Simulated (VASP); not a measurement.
# MgI2 (P-3m1) in VASP: a series of runs

One crystal, MgI2, is run at these levels: PBEsol; tasks: single point.

All numbers are computed with VASP 6.6.1; they aren't measurements. Logs are shortened: lines on timing, memory, paths and dates and some standing lists are left out, and cuts for length are marked.

### Step 1. The crystal as given

The structure is trigonal, space group P-3m1 (No. 164). The conventional cell has a = 4.140 Å, b = 4.140 Å, c = 6.880 Å, α = 90.00°, β = 90.00°, γ = 120.00°. Around I (site symmetry 3m) lie 3 Mg at 2.94 Å. Mg (site symmetry -3m) has 6 I at 2.94 Å as nearest neighbours.

### Step 2. Single point, PBEsol

INCAR reads:

```
SYSTEM = MgI2
PREC = Accurate
ENCUT = 450
EDIFF = 1E-6
ISMEAR = 0
SIGMA = 0.1
LREAL = .FALSE.
LASPH = .TRUE.
NELM = 100
ALGO = Normal
ISIF = 2
LWAVE = .FALSE.
LCHARG = .FALSE.
GGA = PS
NBANDS = 15
ADDGRID = .FALSE.
```

KPOINTS reads:

```
regular mesh
0
G
  7 7 4
  0 0 0
```

POSCAR reads:

```
MgI2
1.0
    4.1400000000      0.0000000000      0.0000000000
   -2.0700000000      3.5853451717      0.0000000000
    0.0000000000      0.0000000000      6.8800000000
I Mg
2 1
Direct
    0.6666666667      0.3333333333      0.7500000000
    0.3333333333      0.6666666667      0.2500000000
    0.0000000000      0.0000000000      0.0000000000
```

Potentials or basis: VASP PAW PBE potentials, release 64 (I, Mg).

On the command line:

```
cat potpaw_PBE.64/I/POTCAR potpaw_PBE.64/Mg/POTCAR > POTCAR
mpirun -np 1 vasp_std > vasp.out
```

OUTCAR:

```text
SYSTEM = MgI2
   PREC = Accurate
   ENCUT = 450
   EDIFF = 1E-6
   ISMEAR = 0
   LREAL = .FALSE.
   LASPH = .TRUE.
   NELM = 100
   ISIF = 2
   GGA = PS

 Found     28 irreducible k-points:

 Following reciprocal coordinates:
            Coordinates               Weight
  0.000000  0.000000  0.000000      1.000000
  0.142857 -0.000000  0.000000      6.000000
  0.285714 -0.000000  0.000000      6.000000
  0.428571  0.000000  0.000000      6.000000
  0.142857  0.142857  0.000000      6.000000
  0.285714  0.142857  0.000000     12.000000
   k-points           NKPTS =     28   k-points in BZ     NKDIM =     28   number of bands    NBANDS=     15
   number of dos      NEDOS =    301   number of ions     NIONS =      3
   total plane-waves  NPLWV =  43200
   dimension x,y,z NGX =    30 NGY =   30 NGZ =   48
   dimension x,y,z NGXF=    60 NGYF=   60 NGZF=   96
   ions per type =               2   1
   NGX,Y,Z   is equivalent  to a cutoff of  12.05, 12.05, 11.60 a.u.
   NGXF,Y,Z  is equivalent  to a cutoff of  24.09, 24.09, 23.20 a.u.
 SYSTEM =  MgI2
   PREC   = accura    normal or accurate (medium, high low for compatibility)
   ISTART =      0    job   : 0-new  1-cont  2-samecut
   ICHARG =      2    charge: 1-file 2-atom 10-const
   ISPIN  =      1    spin polarized calculation?
   LNONCOLLINEAR =      F non collinear calculations
   LSORBIT =      F    spin-orbit coupling
   LASPH  =      T    aspherical Exc in radial PAW
   ENCUT  =  450.0 eV  33.07 Ry    5.75 a.u.   7.16  7.16 11.90*2*pi/ulx,y,z
   NELM   =    100;   NELMIN=  2; NELMDL= -5     # of ELM steps
   EDIFF  = 0.1E-05   stopping-criterion for ELM
   LREAL  =      F    real-space projection
   EDIFFG = 0.1E-04   stopping-criterion for IOM
   NSW    =      0    number of steps for IOM
   IBRION =     -1    ionic relax: 0-MD 1-quasi-New 2-CG
   NFREE  =      0    steps in history (QN), initial steepest desc. (CG)
   ISIF   =      2    stress and relaxation
   ISYM   =      2    0-nonsym 1-usesym 2-fastsym
   POTIM  = 0.5000    time-step for ionic-motion
   TEBEG  =    0.0;   TEEND  =   0.0 temperature during run
   PSTRESS=    0.0 pullay stress
   NELECT =      16.0000    total number of electrons
   NUPDOWN=      -1.0000    fix difference up-down
   EMIN   =  10.00;   EMAX   =-10.00  energy-range for DOS
   EFERMI =   0.00;   METHOD = LEGACY
   ISMEAR =     0;   SIGMA  =   0.10  broadening in eV -4-tet -1-fermi 0-gaus
   EFERMI_NEDOS =   21; number of points for ismear=-14 and -15
   IALGO  =     38    algorithm
   IMIX   =      4    mixing-type and parameters
     AMIX     =   0.40;   BMIX     =  1.00
     AMIX_MAG =   1.60;   BMIX_MAG =  1.00
  volume/ion in A,a.u.               =      34.04       229.72
  Fermi-wavevector in a.u.,A,eV,Ry     =   0.882555  1.667786 10.597613  0.778903
  Thomas-Fermi vector in A             =   2.003202
   LORBIT       =      0    0 simple, 1 ext, 2 COOP (PROOUT), +10 PAW based schemes
   GGA     = PS    functional components
   LHFCALC =     F    Hartree Fock is set to
   AEXX    =    0.0000 exact exchange contribution
   IVDW    =     0    specifies the selected vdW correction
   LEPSILON=     F    determine dielectric tensor
   LRPA    =     F    only Hartree local field effects (RPA)
 non-spin polarized calculation
 Gauss-broadening in eV      SIGMA  =   0.10
  energy-cutoff  :      450.00
  volume of cell :      102.12
 maximum number of plane-waves:      2237
 NGX is ok and might be reduce to    30
   NGX = 15   NGY = 15   NGZ = 23

 number of electron      16.0000004 magnetization

 Free energy of the ion-electron system (eV)
  ---------------------------------------------------
  ext. energy  EPLUGINS =         0.00000000
  ---------------------------------------------------
  free energy    TOTEN  =        -8.40363055 eV

  energy without entropy =       -8.40363055  energy(sigma->0) =       -8.40363055

 E-fermi :   2.6969     XC(G=0):  -8.4220

 val. band max:        2.2608775035   @ k =   0.0000   0.0000   0.0000
 cond. band min:       5.6882720764   @ k =   0.0000   0.4286   0.2500
 fundamental gap:      3.4273945729
 Fermi energy:         2.6969081872

 k-point     1 :       0.0000    0.0000    0.0000
  band No.  band energies     occupation
      1      -9.8105      2.00000
      2      -9.1293      2.00000
      3      -1.3687      2.00000
      4       1.8912      2.00000
      5       1.8912      2.00000
      6       2.2398      2.00000
      7       2.2609      2.00000
      8       2.2609      2.00000
      9       5.7707      0.00000
     10       6.9850      0.00000
     11       9.0046      0.00000
     12       9.0046      0.00000
     13       9.5976      0.00000
     14      10.4397      0.00000
     15      10.4397      0.00000

 k-point     2 :       0.1429   -0.0000    0.0000
  band No.  band energies     occupation
      1      -9.7049      2.00000
      2      -9.0723      2.00000
      3      -1.2121      2.00000
      4       1.0967      2.00000
      5       1.5414      2.00000
      6       1.6482      2.00000
      7       2.1680      2.00000
      8       2.2170      2.00000
      9       6.5303      0.00000
     10       7.6116      0.00000
     11       8.3316      0.00000
     12       9.2637      0.00000
     13       9.5296      0.00000
     14      10.1795      0.00000
     15      10.7352      0.00000

 k-point     3 :       0.2857   -0.0000    0.0000
  band No.  band energies     occupation
      1      -9.4347      2.00000
      2      -8.9515      2.00000
      3      -0.8715      2.00000
      4      -0.1303      2.00000
      5       0.4757      2.00000
      6       1.2475      2.00000
      7       1.8941      2.00000
      8       2.0340      2.00000
      9       6.5286      0.00000
     10       7.5699      0.00000
     11       8.2247      0.00000
     12       9.3063      0.00000
     13       9.4200      0.00000
     14      10.5735      0.00000
     15      11.1181      0.00000

 k-point     4 :       0.4286    0.0000    0.0000
  band No.  band energies     occupation
      1      -9.1521      2.00000
      2      -8.8904      2.00000
      3      -1.2000      2.00000
      4      -0.4645      2.00000
      5       0.2061      2.00000
      6       0.9902      2.00000
      7       1.4145      2.00000
      8       1.8723      2.00000
      9       5.9429      0.00000
     10       7.4622      0.00000
     11       7.6194      0.00000
     12       9.0984      0.00000
     13       9.8917      0.00000
     14      11.2599      0.00000
     15      12.0542      0.00000

 k-point     5 :       0.1429    0.1429    0.0000
  band No.  band energies     occupation
      1      -9.5161      2.00000
      2      -8.9827      2.00000
      3      -0.9454      2.00000
      4       0.4305      2.00000
      5       0.4351      2.00000
      6       1.4827      2.00000
      7       1.8006      2.00000
      8       2.0274      2.00000
      9       6.9961      0.00000
     10       7.9624      0.00000
     11       8.5393      0.00000
     12       9.0974      0.00000
     13       9.2459      0.00000
     14       9.3035      0.00000
     15      11.3800      0.00000

 k-point     6 :       0.2857    0.1429    0.0000
  band No.  band energies     occupation
      1      -9.2311      2.00000
      2      -8.8918      2.00000
      3      -0.9097      2.00000
      4      -0.2787      2.00000
      5       0.1168      2.00000
      6       0.8508      2.00000
      7       1.4311      2.00000
      8       1.6588      2.00000
      9       6.4286      0.00000
     10       8.1944      0.00000
     11       8.2781      0.00000
     12       9.0270      0.00000
     13       9.6881      0.00000
     14      10.2469      0.00000
     15      11.3738      0.00000

 [... further k-points ...]

------------------------ aborting loop because EDIFF is reached ----------------------------------------

  FORCE on cell =-STRESS in cart. coord.  units (eV):
  Direction    XX          YY          ZZ          XY          YZ          ZX
  --------------------------------------------------------------------------------------
  -------------------------------------------------------------------------------------
  Total       -0.4440281     -0.4440281     -0.7292582     -0.0000000      0.0000000      0.0000000
  in kB       -6.9662854     -6.9662854    -11.4412155     -0.0000000      0.0000000      0.0000000
  external PRESSURE =      -8.4579288 kB  Pullay stress =       0.0000000 kB

 VOLUME and BASIS-vectors are now :
 -----------------------------------------------------------------------------
  energy-cutoff  :      450.00
  volume of cell :      102.12
      direct lattice vectors                 reciprocal lattice vectors
     4.140000000  0.000000000  0.000000000     0.241545894  0.139456587  0.000000000
    -2.070000000  3.585345172  0.000000000     0.000000000  0.278913174  0.000000000
     0.000000000  0.000000000  6.880000000     0.000000000  0.000000000  0.145348837

 POSITION                                       TOTAL-FORCE (eV/Angst)
 -----------------------------------------------------------------------------------
      2.07000      1.19512      5.16000         0.000000      0.000000      0.299474
     -0.00000      2.39023      1.72000        -0.000000     -0.000000     -0.299474
      0.00000      0.00000      0.00000        -0.000000      0.000000      0.000000
 -----------------------------------------------------------------------------------
    total drift:                               -0.000000      0.000000     -0.000000

  FREE ENERGIE OF THE ION-ELECTRON SYSTEM (eV)
  ---------------------------------------------------
  free  energy   TOTEN  =        -8.4036305542 eV

  energy  without entropy=       -8.4036305542  energy(sigma->0) =       -8.40363055
```

Wall time 19 s (1 thread of Intel Xeon Platinum 8488C (Sapphire Rapids), shared host); peak memory 0.2 GiB.

The run converged, but some of its settings lie outside the range that counts as converged, so its numbers aren't taken as properties of the crystal.

What came out:

```yaml
Free_energy: -8.4036 eV
Pressure: -0.8 GPa
Largest_force: 0.299 eV/Å
Band_gap_on_the_k_mesh: 3.43 eV, indirect (least direct gap 3.51 eV)
```

Caveat: the PAW data sets were made with another functional, which shifts forces and pressure a little; spin-orbit coupling is left out, which moves the levels of the heavy elements; an odd mesh through Γ misses points on the zone boundary, where band edges often lie; the cell's inner coordinates are idealised or old, which leaves forces on the atoms; this functional lacks dispersion, which binds the layers, so the pressure and a relaxed spacing across them are unreliable.

### Step 3. Single point, PBEsol

INCAR, as its differences from that of step 2:

```diff
@@ -5,3 +5,3 @@
 ISMEAR = 0
-SIGMA = 0.1
+SIGMA = 0.01
 LREAL = .FALSE.
```

KPOINTS is that of step 2.

POSCAR is that of step 2.

Potentials or basis: VASP PAW PBE potentials, release 64 (I, Mg).

On the command line:

```
cat potpaw_PBE.64/I/POTCAR potpaw_PBE.64/Mg/POTCAR > POTCAR
mpirun -np 1 vasp_std > vasp.out
```

Run time: 22 s. Hardware: 1 thread of Intel Xeon Platinum 8488C (Sapphire Rapids), shared host; peak memory 0.2 GiB.

The run converged, but some of its settings lie outside the range that counts as converged, so its numbers aren't taken as properties of the crystal.

Results:

- Free energy: -8.4036 eV
- Pressure: -0.8 GPa
- Largest force: 0.299 eV/Å
- Band gap on the k mesh: 3.43 eV, indirect (least direct gap 3.51 eV)

Caveat: the PAW data sets were made with another functional, which shifts forces and pressure a little; spin-orbit coupling is left out, which moves the levels of the heavy elements; an odd mesh through Γ misses points on the zone boundary, where band edges often lie; the cell's inner coordinates are idealised or old, which leaves forces on the atoms; this functional lacks dispersion, which binds the layers, so the pressure and a relaxed spacing across them are unreliable.

### Step 4. Single point, PBEsol

INCAR, as its differences from that of step 3:

```diff
@@ -1,3 +1,3 @@
 SYSTEM = MgI2
-PREC = Accurate
+PREC = Low
 ENCUT = 450
@@ -5,3 +5,3 @@
 ISMEAR = 0
-SIGMA = 0.01
+SIGMA = 0.05
 LREAL = .FALSE.
```

KPOINTS is that of step 3.

POSCAR is that of step 3.

On the command line:

```
cat potpaw_PBE.64/I/POTCAR potpaw_PBE.64/Mg/POTCAR > POTCAR
mpirun -np 1 vasp_std > vasp.out
```

Wall time 11 s (1 thread of Intel Xeon Platinum 8488C (Sapphire Rapids), shared host); peak memory 0.14 GiB.

The run converged, but some of its settings lie outside the range that counts as converged, so its numbers aren't taken as properties of the crystal.

Results:

```
Free energy            : -8.4034 eV
Pressure               : -0.8 GPa
Largest force          : 0.300 eV/Å
Band gap on the k mesh : 3.43 eV, indirect (least direct gap 3.51 eV)
```

Caveat: the PAW data sets were made with another functional, which shifts forces and pressure a little; spin-orbit coupling is left out, which moves the levels of the heavy elements; an odd mesh through Γ misses points on the zone boundary, where band edges often lie; the cell's inner coordinates are idealised or old, which leaves forces on the atoms; this functional lacks dispersion, which binds the layers, so the pressure and a relaxed spacing across them are unreliable.

(Continued in part 2 of 2.)
